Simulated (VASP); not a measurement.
# 2H-WSe2 monolayer and its bilayer

Aim: relax 2H-WSe2 monolayer, place its levels against the vacuum, then find how two sheets stack and bind.

Calculated with VASP 6.6.1; r2SCAN with rVV10, no spin polarisation; plane waves and PAW (W, Se), in the first sound run; inputs show where later runs differ.

### Step 1. The structure

The cell holds 3 atoms: 1 W and 2 Se. Its edges and angles: a = 3.320 Å, b = 3.320 Å, c = 22.000 Å, α = 90.0°, β = 90.0°, γ = 120.0°. Vacuum lies along c.

Coordinates:

```cif
data_structure
_symmetry_space_group_name_H-M 'P 1'
_symmetry_Int_Tables_number 1
_cell_length_a 3.3200
_cell_length_b 3.3200
_cell_length_c 22.0000
_cell_angle_alpha 90.000
_cell_angle_beta 90.000
_cell_angle_gamma 120.000
_cell_volume 210.00
loop_
_atom_site_label
_atom_site_type_symbol
_atom_site_fract_x
_atom_site_fract_y
_atom_site_fract_z
_atom_site_occupancy
W1 W 0.33333 0.66667 0.50000 1
Se2 Se 0.66667 0.33333 0.42409 1
Se3 Se 0.66667 0.33333 0.57591 1
```

### Step 2. Relaxing the monolayer

The sheet's cell relaxes in its plane with the atoms, while the vacuum is kept.

INCAR reads:

```
SYSTEM = WSe2
PREC = Normal
ENCUT = 350
EDIFF = 1E-06
NELM = 120
ISMEAR = 0
SIGMA = 0.03
LREAL = .FALSE.
ALGO = Normal
METAGGA = R2SCAN
LUSE_VDW = .TRUE.
IVDW_NL = 2
BPARAM = 11.95
CPARAM = 0.0093
LASPH = .TRUE.
NBANDS = 15
LORBIT = 11
LWAVE = .FALSE.
LCHARG = .FALSE.
KPAR = 4
IBRION = 2
NSW = 50
ISIF = 3
EDIFFG = -0.015
POTIM = 0.4
IDIPOL = 3
LDIPOL = .TRUE.
DIPOL = 0.5 0.5 0.5
LATTICE_CONSTRAINTS = .TRUE. .TRUE. .FALSE.
```

POSCAR reads:

```
WSe2
1.0
    3.3200000000      0.0000000000      0.0000000000
   -1.6600000000      2.8752043406      0.0000000000
    0.0000000000      0.0000000000     22.0000000000
W Se
1 2
Direct
    0.3333333333      0.6666666667      0.5000000000
    0.6666666667      0.3333333333      0.4240909091
    0.6666666667      0.3333333333      0.5759090909
```

KPOINTS reads:

```
Automatic mesh
0
Gamma
12 12 1
0 0 0
```

PAW data sets: W and Se (PBE family, release 64).

The run is started by

```bash
$ mpirun -np 4 vasp_std
```

What it wrote:

```text
[banner, memory and clock lines left out]
running    4 mpi-ranks, on    1 nodes
 distrk:  each k-point on    1 cores,    4 groups
 distr:  one band on    1 cores,    1 groups

 POSCAR found type information on POSCAR W Se
 POSCAR found :  2 types and       3 ions
|                                                                             |
|               ----> ADVICE to this user running VASP <----                  |
|                                                                             |
|     You have switched on vdW-DFT.                                           |
|     This routine was written and supplied by Jiri Klimes. We recommend      |
|     that you carefully read and cite the following publications:            |
|       J. Klimes, D.R. Bowler, A. Michelides                                 |
|          J. Phys.: Cond Matt. 22 022201 (2010)                              |
|       J. Klimes, D.R. Bowler, A. Michelides                                 |
|          Phys. Rev. B. 83, 195131 (2011)                                    |
|     and references therein.                                                 |
|                                                                             |

|                                                                             |
|               ----> ADVICE to this user running VASP <----                  |
|                                                                             |
|     You enforced a specific xc type in the INCAR file but a different       |
|     [... a line on the potential file left out ...]
|     I HOPE YOU KNOW WHAT YOU ARE DOING!                                     |
|                                                                             |

 LDA part: xc-table for (None), standard interpolation
 POSCAR, INCAR and KPOINTS ok, starting setup
 FFT: planning ... GRIDC
 FFT: planning ... GRID_SOFT
 FFT: planning ... GRID
 WAVECAR not read
 entering main loop
       N       E                     dE             d eps       ncg     rms          rms(c)
Total rVV10 correction in eV:      0.5501697    25.4157814
Total rVV10 correction in eV:      0.5501697    25.4157814
Total rVV10 correction in eV:      0.5501697    25.4157814
Total rVV10 correction in eV:      0.5501697    25.4157814
DAV:   1     0.468544674168E+02    0.46854E+02   -0.50863E+03   570   0.651E+02
DAV:   2    -0.722912963692E+02   -0.11915E+03   -0.11160E+03   887   0.152E+02
DAV:   3    -0.837887453162E+02   -0.11497E+02   -0.11395E+02   801   0.585E+01
DAV:   4    -0.839758806741E+02   -0.18714E+00   -0.18658E+00   726   0.884E+00
DAV:   5    -0.839792349904E+02   -0.33543E-02   -0.33530E-02   752   0.106E+00    0.202E+01
Total rVV10 correction in eV:      0.5500356    25.4163712
Total rVV10 correction in eV:      0.5500356    25.4163712
Total rVV10 correction in eV:      0.5500356    25.4163712
Total rVV10 correction in eV:      0.5500356    25.4163712
DAV:   6    -0.814415164577E+02    0.25377E+01   -0.32556E+00   804   0.129E+01    0.848E+00
Total rVV10 correction in eV:      0.5437811    25.4186947
Total rVV10 correction in eV:      0.5437811    25.4186947
Total rVV10 correction in eV:      0.5437811    25.4186947
Total rVV10 correction in eV:      0.5437811    25.4186947
DAV:   7    -0.813948330615E+02    0.46683E-01   -0.14367E+00   760   0.102E+01    0.623E+00
Total rVV10 correction in eV:      0.5453668    25.4187915
Total rVV10 correction in eV:      0.5453668    25.4187915
Total rVV10 correction in eV:      0.5453668    25.4187915
Total rVV10 correction in eV:      0.5453668    25.4187915
DAV:   8    -0.812749872413E+02    0.11985E+00   -0.23818E-01   773   0.441E+00    0.664E-01
Total rVV10 correction in eV:      0.5474841    25.4183910
Total rVV10 correction in eV:      0.5474841    25.4183910
Total rVV10 correction in eV:      0.5474841    25.4183910
Total rVV10 correction in eV:      0.5474841    25.4183910
DAV:   9    -0.812822823439E+02   -0.72951E-02   -0.28856E-02   710   0.126E+00    0.711E-01
Total rVV10 correction in eV:      0.5495737    25.4182632
Total rVV10 correction in eV:      0.5495737    25.4182632
Total rVV10 correction in eV:      0.5495737    25.4182632
Total rVV10 correction in eV:      0.5495737    25.4182632
DAV:  10    -0.812842070759E+02   -0.19247E-02   -0.52896E-03   724   0.470E-01    0.164E-01
Total rVV10 correction in eV:      0.5500541    25.4180734
Total rVV10 correction in eV:      0.5500541    25.4180734
Total rVV10 correction in eV:      0.5500541    25.4180734
Total rVV10 correction in eV:      0.5500541    25.4180734
DAV:  11    -0.812846830952E+02   -0.47602E-03   -0.31493E-04   759   0.139E-01    0.196E-01
Total rVV10 correction in eV:      0.5514580    25.4175112
Total rVV10 correction in eV:      0.5514580    25.4175112
Total rVV10 correction in eV:      0.5514580    25.4175112
Total rVV10 correction in eV:      0.5514580    25.4175112
DAV:  12    -0.812858127570E+02   -0.11297E-02   -0.81005E-04   675   0.190E-01    0.548E-02
Total rVV10 correction in eV:      0.5513911    25.4174340
Total rVV10 correction in eV:      0.5513911    25.4174340
Total rVV10 correction in eV:      0.5513911    25.4174340
Total rVV10 correction in eV:      0.5513911    25.4174340
DAV:  13    -0.812857966122E+02    0.16145E-04   -0.42895E-05   605   0.517E-02    0.190E-02
Total rVV10 correction in eV:      0.5526052    25.4165242
Total rVV10 correction in eV:      0.5526052    25.4165242
Total rVV10 correction in eV:      0.5526052    25.4165242
Total rVV10 correction in eV:      0.5526052    25.4165242
DAV:  14    -0.812866556699E+02   -0.85906E-03   -0.50455E-04   598   0.130E-01    0.313E-02
Total rVV10 correction in eV:      0.5527934    25.4163703
Total rVV10 correction in eV:      0.5527934    25.4163703
Total rVV10 correction in eV:      0.5527934    25.4163703
Total rVV10 correction in eV:      0.5527934    25.4163703
DAV:  15    -0.812867425264E+02   -0.86857E-04   -0.17456E-05   675   0.279E-02    0.289E-02
Total rVV10 correction in eV:      0.5530929    25.4160028
Total rVV10 correction in eV:      0.5530929    25.4160028
Total rVV10 correction in eV:      0.5530929    25.4160028
Total rVV10 correction in eV:      0.5530929    25.4160028
DAV:  16    -0.812869453597E+02   -0.20283E-03   -0.12288E-04   570   0.673E-02    0.882E-03
Total rVV10 correction in eV:      0.5531193    25.4159414
Total rVV10 correction in eV:      0.5531193    25.4159414
Total rVV10 correction in eV:      0.5531193    25.4159414
Total rVV10 correction in eV:      0.5531193    25.4159414
DAV:  17    -0.812869928803E+02   -0.47521E-04   -0.10256E-05   738   0.179E-02    0.344E-03
Total rVV10 correction in eV:      0.5531556    25.4158293
[...]
Total rVV10 correction in eV:      0.5469377    25.4159233
Total rVV10 correction in eV:      0.5469377    25.4159233
Total rVV10 correction in eV:      0.5469377    25.4159233
Total rVV10 correction in eV:      0.5469377    25.4159233
DAV:   3    -0.812917278759E+02    0.48436E-02   -0.10592E-02   710   0.767E-01    0.402E-01
Total rVV10 correction in eV:      0.5455272    25.4159096
Total rVV10 correction in eV:      0.5455272    25.4159096
Total rVV10 correction in eV:      0.5455272    25.4159096
Total rVV10 correction in eV:      0.5455272    25.4159096
DAV:   4    -0.812906528890E+02    0.10750E-02   -0.43192E-03   584   0.420E-01    0.157E-01
Total rVV10 correction in eV:      0.5455278    25.4159151
Total rVV10 correction in eV:      0.5455278    25.4159151
Total rVV10 correction in eV:      0.5455278    25.4159151
Total rVV10 correction in eV:      0.5455278    25.4159151
DAV:   5    -0.812906720329E+02   -0.19144E-04   -0.24526E-04   591   0.119E-01    0.159E-01
Total rVV10 correction in eV:      0.5454437    25.4159019
Total rVV10 correction in eV:      0.5454437    25.4159019
Total rVV10 correction in eV:      0.5454437    25.4159019
Total rVV10 correction in eV:      0.5454437    25.4159019
DAV:   6    -0.812906979564E+02   -0.25923E-04   -0.27263E-05   584   0.355E-02    0.169E-01
Total rVV10 correction in eV:      0.5453720    25.4158971
Total rVV10 correction in eV:      0.5453720    25.4158971
Total rVV10 correction in eV:      0.5453720    25.4158971
Total rVV10 correction in eV:      0.5453720    25.4158971
DAV:   7    -0.812907315648E+02   -0.33608E-04   -0.55290E-04   738   0.157E-01    0.510E-01
Total rVV10 correction in eV:      0.5453511    25.4159100
Total rVV10 correction in eV:      0.5453511    25.4159100
Total rVV10 correction in eV:      0.5453511    25.4159100
Total rVV10 correction in eV:      0.5453511    25.4159100
DAV:   8    -0.812907236673E+02    0.78975E-05   -0.34689E-05   773   0.480E-02    0.568E-01
Total rVV10 correction in eV:      0.5453341    25.4159272
Total rVV10 correction in eV:      0.5453341    25.4159272
Total rVV10 correction in eV:      0.5453341    25.4159272
Total rVV10 correction in eV:      0.5453341    25.4159272
DAV:   9    -0.812907262895E+02   -0.26222E-05   -0.49219E-06   738   0.175E-02    0.610E-01
Total rVV10 correction in eV:      0.5453062    25.4159431
Total rVV10 correction in eV:      0.5453062    25.4159431
Total rVV10 correction in eV:      0.5453062    25.4159431
Total rVV10 correction in eV:      0.5453062    25.4159431
DAV:  10    -0.812907259053E+02    0.38423E-06   -0.16461E-06   640   0.943E-03
Total rVV10 correction in eV:      0.5457882    25.4157865
Total rVV10 correction in eV:      0.5457882    25.4157865
Total rVV10 correction in eV:      0.5457882    25.4157865
Total rVV10 correction in eV:      0.5457882    25.4157865
Total rVV10 correction in eV:      0.5452985    25.4159456
Total rVV10 correction in eV:      0.5452985    25.4159456
Total rVV10 correction in eV:      0.5452985    25.4159456
Total rVV10 correction in eV:      0.5452985    25.4159456
   2 F= -.81290726E+02 E0= -.81290726E+02  d E =-.362937E-02
 trial-energy change:   -0.003629  1 .order   -0.000690   -0.031488    0.030108
 step:   0.5809(harm=  0.5112)  dis= 0.00588  next Energy=   -81.296819 (dE=-0.972E-02)
 bond charge predicted
       N       E                     dE             d eps       ncg     rms          rms(c)
Total rVV10 correction in eV:      0.5460677    25.4159450
Total rVV10 correction in eV:      0.5460677    25.4159450
Total rVV10 correction in eV:      0.5460677    25.4159450
Total rVV10 correction in eV:      0.5460677    25.4159450
DAV:   1    -0.812999664129E+02   -0.92401E-02   -0.23924E-01   598   0.301E+00    0.122E+00
Total rVV10 correction in eV:      0.5473508    25.4158522
Total rVV10 correction in eV:      0.5473508    25.4158522
Total rVV10 correction in eV:      0.5473508    25.4158522
Total rVV10 correction in eV:      0.5473508    25.4158522
DAV:   2    -0.812975271111E+02    0.24393E-02   -0.10273E-02   591   0.816E-01    0.937E-01
Total rVV10 correction in eV:      0.5486871    25.4159544
Total rVV10 correction in eV:      0.5486871    25.4159544
Total rVV10 correction in eV:      0.5486871    25.4159544
Total rVV10 correction in eV:      0.5486871    25.4159544
DAV:   3    -0.812969231071E+02    0.60400E-03   -0.10096E-02   731   0.710E-01    0.348E-01
Total rVV10 correction in eV:      0.5486255    25.4158424
Total rVV10 correction in eV:      0.5486255    25.4158424
Total rVV10 correction in eV:      0.5486255    25.4158424
Total rVV10 correction in eV:      0.5486255    25.4158424
DAV:   4    -0.812960993215E+02    0.82379E-03   -0.22613E-03   696   0.421E-01    0.950E-02
Total rVV10 correction in eV:      0.5485880    25.4158353
Total rVV10 correction in eV:      0.5485880    25.4158353
Total rVV10 correction in eV:      0.5485880    25.4158353
Total rVV10 correction in eV:      0.5485880    25.4158353
DAV:   5    -0.812961729041E+02   -0.73583E-04   -0.14490E-04   619   0.834E-02    0.639E-02
Total rVV10 correction in eV:      0.5486134    25.4158276
Total rVV10 correction in eV:      0.5486134    25.4158276
Total rVV10 correction in eV:      0.5486134    25.4158276
Total rVV10 correction in eV:      0.5486134    25.4158276
DAV:   6    -0.812961701127E+02    0.27914E-05   -0.13649E-05   640   0.293E-02    0.292E-02
Total rVV10 correction in eV:      0.5486478    25.4158235
Total rVV10 correction in eV:      0.5486478    25.4158235
Total rVV10 correction in eV:      0.5486478    25.4158235
Total rVV10 correction in eV:      0.5486478    25.4158235
DAV:   7    -0.812961677557E+02    0.23570E-05   -0.36260E-06   675   0.161E-02    0.119E-02
Total rVV10 correction in eV:      0.5486586    25.4158196
Total rVV10 correction in eV:      0.5486586    25.4158196
Total rVV10 correction in eV:      0.5486586    25.4158196
Total rVV10 correction in eV:      0.5486586    25.4158196
DAV:   8    -0.812961687756E+02   -0.10198E-05   -0.27489E-07   502   0.432E-03    0.502E-03
Total rVV10 correction in eV:      0.5486722    25.4158118
Total rVV10 correction in eV:      0.5486722    25.4158118
Total rVV10 correction in eV:      0.5486722    25.4158118
Total rVV10 correction in eV:      0.5486722    25.4158118
DAV:   9    -0.812961732625E+02   -0.44869E-05   -0.74651E-07   499   0.614E-03    0.280E-03
Total rVV10 correction in eV:      0.5486765    25.4158055
Total rVV10 correction in eV:      0.5486765    25.4158055
Total rVV10 correction in eV:      0.5486765    25.4158055
Total rVV10 correction in eV:      0.5486765    25.4158055
DAV:  10    -0.812961751172E+02   -0.18547E-05   -0.19760E-07   523   0.394E-03    0.842E-04
Total rVV10 correction in eV:      0.5486826    25.4157965
Total rVV10 correction in eV:      0.5486826    25.4157965
Total rVV10 correction in eV:      0.5486826    25.4157965
Total rVV10 correction in eV:      0.5486826    25.4157965
DAV:  11    -0.812961766102E+02   -0.14930E-05   -0.28210E-07   579   0.419E-03    0.267E-04
Total rVV10 correction in eV:      0.5486826    25.4157940
Total rVV10 correction in eV:      0.5486826    25.4157940
Total rVV10 correction in eV:      0.5486826    25.4157940
Total rVV10 correction in eV:      0.5486826    25.4157940
DAV:  12    -0.812961763830E+02    0.22727E-06   -0.67372E-08   635   0.225E-03
Total rVV10 correction in eV:      0.5486838    25.4157855
Total rVV10 correction in eV:      0.5486838    25.4157855
Total rVV10 correction in eV:      0.5486838    25.4157855
Total rVV10 correction in eV:      0.5486838    25.4157855
Total rVV10 correction in eV:      0.5486851    25.4157879
Total rVV10 correction in eV:      0.5486851    25.4157879
Total rVV10 correction in eV:      0.5486851    25.4157879
Total rVV10 correction in eV:      0.5486851    25.4157879
   3 F= -.81296176E+02 E0= -.81296176E+02  d E =-.907985E-02
 curvature:  -0.25 expect dE=-0.585E-05 dE for cont linesearch -0.553E-05
 trial: gam= 0.00000 g(F)=  0.872E-05 g(S)=  0.146E-04 ort =-0.834E-03 (trialstep = 0.916E+00)
 search vector abs. value=  0.233E-04
 reached required accuracy - stopping structural energy minimisation
```

It took 2.4 min on 4 MPI ranks of AMD EPYC 9R45, shared host; peak memory 1.2 GiB.

The logs omit lines about the potential files and the build; timing stands in the text.

(Part 1 of 9 ends here.)

[Lines on the potential files, build, host, timing and source positions are cut from VASP's logs without a mark.]

[Logs are printed without paths, hosts, clocks, repeated set-up lines and the standing remarks that a program may print on its own settings, such as how far it seeks lower states.]

[Hosts, paths, dates, database ids (printed as entryN), source tags and the programs' standing remarks are cut or masked in the printed files.]

[Runs that stopped without an error message from VASP are left out.]
